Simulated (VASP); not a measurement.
# NaI (Pm-3m) in VASP: further runs, part 2 of 2

VASP 6.6.1. The steps go on from the part before.

## Step 3: Single point, PBEsol

INCAR

```
PREC = Accurate
ENCUT = 520
EDIFF = 1E-7
ISMEAR = 0
SIGMA = 0.01
LREAL = False
LASPH = True
NELM = 100
ALGO = Normal
ISIF = 2
LWAVE = False
LCHARG = True
GGA = PS
LELF = True
LVHAR = True
NBANDS = 14
```

KPOINTS

```
regular mesh
0
Gamma
  4 4 4
```

POSCAR

```
NaI
1.0
    4.0405366932      0.0000000000      0.0000000000
    0.0000000000      4.0405366932      0.0000000000
    0.0000000000      0.0000000000      4.0405366932
Na I
1 1
Direct
    0.0000000000      0.0000000000      0.0000000000
    0.5000000000      0.5000000000      0.5000000000
```

Potentials or basis: VASP PAW PBE potentials, release 64 (Na_pv, I).

Launch:

```bash
cat potpaw_PBE.64/Na_pv/POTCAR potpaw_PBE.64/I/POTCAR > POTCAR
mpirun -np 1 vasp_std > vasp.out
```

OUTCAR:

```text
PREC = Accurate
   ENCUT = 520
   EDIFF = 1E-7
   ISMEAR = 0
   LREAL = False
   LASPH = True
   NELM = 100
   ISIF = 2
   GGA = PS

 ion  position               nearest neighbor table
   1  0.000  0.000  0.000-
   2  0.500  0.500  0.500-

  LATTYP: Found a simple cubic cell.
 ALAT       =     4.0405366932

  Lattice vectors:

 A1 = (   4.0405366932,   0.0000000000,   0.0000000000)
 A2 = (   0.0000000000,   4.0405366932,   0.0000000000)
 A3 = (   0.0000000000,   0.0000000000,   4.0405366932)

Analysis of symmetry for initial positions (statically):
=====================================================================
 Subroutine PRICEL returns:
 Original cell was already a primitive cell.

 Routine SETGRP: Setting up the symmetry group for a
 simple cubic supercell.

 Subroutine GETGRP returns: Found 48 space group operations
 (whereof 48 operations were pure point group operations)
 out of a pool of 48 trial point group operations.

The static configuration has the point symmetry O_h .

Analysis of symmetry for dynamics (positions and initial velocities):
=====================================================================
 Subroutine PRICEL returns:
 Original cell was already a primitive cell.

 Routine SETGRP: Setting up the symmetry group for a
 simple cubic supercell.

 Subroutine GETGRP returns: Found 48 space group operations
 (whereof 48 operations were pure point group operations)
 out of a pool of 48 trial point group operations.

The dynamic configuration has the point symmetry O_h .

 Subroutine INISYM returns: Found 48 space group operations
 (whereof 48 operations are pure point group operations),
 and found     1 'primitive' translations

----------------------------------------------------------------------------------------

                                     Primitive cell

  volume of cell :      65.9655

  direct lattice vectors                    reciprocal lattice vectors
     4.040536693  0.000000000  0.000000000     0.247491874  0.000000000  0.000000000
     0.000000000  4.040536693  0.000000000     0.000000000  0.247491874  0.000000000
     0.000000000  0.000000000  4.040536693     0.000000000  0.000000000  0.247491874

  length of vectors
     4.040536693  4.040536693  4.040536693     0.247491874  0.247491874  0.247491874

  position of ions in fractional coordinates (direct lattice)
     0.000000000  0.000000000  0.000000000
     0.500000000  0.500000000  0.500000000

  ion indices of the primitive-cell ions
   primitive index   ion index
                 1           1
                 2           2

----------------------------------------------------------------------------------------

 KPOINTS: regular mesh

Automatic generation of k-mesh.
 Grid dimensions read from file:
 generate k-points for:    4    4    4

 Generating k-lattice:

  Cartesian coordinates                     Fractional coordinates (reciprocal lattice)
     0.061872969  0.000000000  0.000000000     0.250000000  0.000000000  0.000000000
     0.000000000  0.061872969  0.000000000     0.000000000  0.250000000  0.000000000
     0.000000000  0.000000000  0.061872969     0.000000000  0.000000000  0.250000000

[... 23 lines left out ...]
   k-points           NKPTS =     10   k-points in BZ     NKDIM =     10   number of bands    NBANDS=     14
   number of dos      NEDOS =    301   number of ions     NIONS =      2
   total plane-waves  NPLWV =  27000
   dimension x,y,z NGX =    30 NGY =   30 NGZ =   30
   dimension x,y,z NGXF=    60 NGYF=   60 NGZF=   60
   ions per type =               1   1
   NGX,Y,Z   is equivalent  to a cutoff of  12.34, 12.34, 12.34 a.u.
   NGXF,Y,Z  is equivalent  to a cutoff of  24.69, 24.69, 24.69 a.u.
 SYSTEM =  unknown system
   PREC   = accura    normal or accurate (medium, high low for compatibility)
   ISTART =      0    job   : 0-new  1-cont  2-samecut
   ICHARG =      2    charge: 1-file 2-atom 10-const
   ISPIN  =      1    spin polarized calculation?
   LNONCOLLINEAR =      F non collinear calculations
   LSORBIT =      F    spin-orbit coupling
   LASPH  =      T    aspherical Exc in radial PAW
   ENCUT  =  520.0 eV  38.22 Ry    6.18 a.u.   7.51  7.51  7.51*2*pi/ulx,y,z
   NELM   =    100;   NELMIN=  2; NELMDL= -5     # of ELM steps
   EDIFF  = 0.1E-06   stopping-criterion for ELM
   LREAL  =      F    real-space projection
   EDIFFG = 0.1E-05   stopping-criterion for IOM
   NSW    =      0    number of steps for IOM
   IBRION =     -1    ionic relax: 0-MD 1-quasi-New 2-CG
   NFREE  =      0    steps in history (QN), initial steepest desc. (CG)
   ISIF   =      2    stress and relaxation
   ISYM   =      2    0-nonsym 1-usesym 2-fastsym
   POTIM  = 0.5000    time-step for ionic-motion
   TEBEG  =    0.0;   TEEND  =   0.0 temperature during run
   PSTRESS=    0.0 pullay stress
   NELECT =      14.0000    total number of electrons
   NUPDOWN=      -1.0000    fix difference up-down
   EMIN   =  10.00;   EMAX   =-10.00  energy-range for DOS
   EFERMI =   0.00;   METHOD = LEGACY
   ISMEAR =     0;   SIGMA  =   0.01  broadening in eV -4-tet -1-fermi 0-gaus
   EFERMI_NEDOS =   21; number of points for ismear=-14 and -15
   IALGO  =     38    algorithm
   IMIX   =      4    mixing-type and parameters
     AMIX     =   0.40;   BMIX     =  1.00
     AMIX_MAG =   1.60;   BMIX_MAG =  1.00
  volume/ion in A,a.u.               =      32.98       222.58
  Fermi-wavevector in a.u.,A,eV,Ry     =   0.976514  1.845344 12.974237  0.953580
  Thomas-Fermi vector in A             =   2.107139
   LORBIT       =      0    0 simple, 1 ext, 2 COOP (PROOUT), +10 PAW based schemes
   GGA     = PS    functional components
   LHFCALC =     F    Hartree Fock is set to
   AEXX    =    0.0000 exact exchange contribution
   IVDW    =     0    specifies the selected vdW correction
   LEPSILON=     F    determine dielectric tensor
   LRPA    =     F    only Hartree local field effects (RPA)
 non-spin polarized calculation
 Gauss-broadening in eV      SIGMA  =   0.01
  energy-cutoff  :      520.00
  volume of cell :       65.97
 maximum number of plane-waves:      1800
   NGX = 15   NGY = 15   NGZ = 15

 number of electron      13.9999980 magnetization

 Free energy of the ion-electron system (eV)
  ---------------------------------------------------
  ext. energy  EPLUGINS =         0.00000000
  ---------------------------------------------------
  free energy    TOTEN  =        -5.36605146 eV

  energy without entropy =       -5.36605146  energy(sigma->0) =       -5.36605146

 E-fermi :   1.9323     XC(G=0):  -7.9841

 val. band max:        1.8762103215   @ k =   0.5000   0.5000   0.0000
 cond. band min:       4.0700100323   @ k =   0.0000   0.0000   0.0000
 fundamental gap:      2.1937997108
 Fermi energy:         1.9323452658

 k-point     1 :       0.0000    0.0000    0.0000
  band No.  band energies     occupation
      1     -21.6438      2.00000
      2     -21.6438      2.00000
      3     -21.6438      2.00000
      4      -9.9824      2.00000
      5       1.2170      2.00000
      6       1.2170      2.00000
      7       1.2170      2.00000
      8       4.0700      0.00000
      9       7.3485      0.00000
     10       7.3485      0.00000
     11      13.0192      0.00000
     12      13.0192      0.00000
     13      13.0192      0.00000
     14      13.7527      0.00000
[... 139 lines left out ...]
      1     -21.6499      2.00000
      2     -21.6499      2.00000
      3     -21.6499      2.00000
      4      -9.0912      2.00000
      5      -0.2501      2.00000
      6      -0.2501      2.00000
      7      -0.2501      2.00000
      8       5.9472      0.00000
      9       5.9472      0.00000
     10       5.9472      0.00000
     11       8.4488      0.00000
     12      15.3432      0.00000
     13      15.3432      0.00000
     14      15.3432      0.00000

------------------------ aborting loop because EDIFF is reached ----------------------------------------

  FORCE on cell =-STRESS in cart. coord.  units (eV):
  Direction    XX          YY          ZZ          XY          YZ          ZX
  --------------------------------------------------------------------------------------
  -------------------------------------------------------------------------------------
  Total       -0.1810344     -0.1810344     -0.1810344     -0.0000000     -0.0000000     -0.0000000
  in kB       -4.3969804     -4.3969804     -4.3969804     -0.0000000     -0.0000000     -0.0000000
  external PRESSURE =      -4.3969804 kB  Pullay stress =       0.0000000 kB

 VOLUME and BASIS-vectors are now :
 -----------------------------------------------------------------------------
  energy-cutoff  :      520.00
  volume of cell :       65.97
      direct lattice vectors                 reciprocal lattice vectors
     4.040536693  0.000000000  0.000000000     0.247491874  0.000000000  0.000000000
     0.000000000  4.040536693  0.000000000     0.000000000  0.247491874  0.000000000
     0.000000000  0.000000000  4.040536693     0.000000000  0.000000000  0.247491874

 POSITION                                       TOTAL-FORCE (eV/Angst)
 -----------------------------------------------------------------------------------
      0.00000      0.00000      0.00000         0.000000      0.000000      0.000000
      2.02027      2.02027      2.02027         0.000000      0.000000      0.000000
 -----------------------------------------------------------------------------------
    total drift:                               -0.000000     -0.000000     -0.000000

  FREE ENERGIE OF THE ION-ELECTRON SYSTEM (eV)
  ---------------------------------------------------
  free  energy   TOTEN  =        -5.3660514602 eV

  energy  without entropy=       -5.3660514602  energy(sigma->0) =       -5.36605146
```

Wall time 3.8 s (1 thread of AMD EPYC 9R45 (Zen 5), shared host); peak memory 0.13 GiB.

Results:

* Free energy: -5.3661 eV
* Pressure: -0.4 GPa
* Band gap on the k mesh: 2.19 eV, indirect (least direct gap 2.72 eV)

Levels at points of the mesh, in eV from the valence-band top:
```tsv
k point	band 3	band 4	band 5	band 6	band 7	band 8	band 9	band 10	band 11	band 12
(0.00, 0.00, 0.00)	-23.52	-11.86	-0.66	-0.66	-0.66	2.19	5.47	5.47	11.14	11.14
(0.50, 0.00, 0.00)	-23.52	-11.53	-3.31	-0.33	-0.33	4.50	6.26	6.96	7.85	7.85
(0.50, 0.50, 0.00)	-23.52	-11.24	-2.63	-2.63	0.00	2.72	6.89	8.14	8.14	8.84
(0.50, 0.50, 0.50)	-23.53	-10.97	-2.13	-2.13	-2.13	4.07	4.07	4.07	6.57	13.47
```

Caveat: the PAW data sets were made with another functional, which shifts forces and pressure a little; spin-orbit coupling is left out, which moves the levels of the heavy elements.
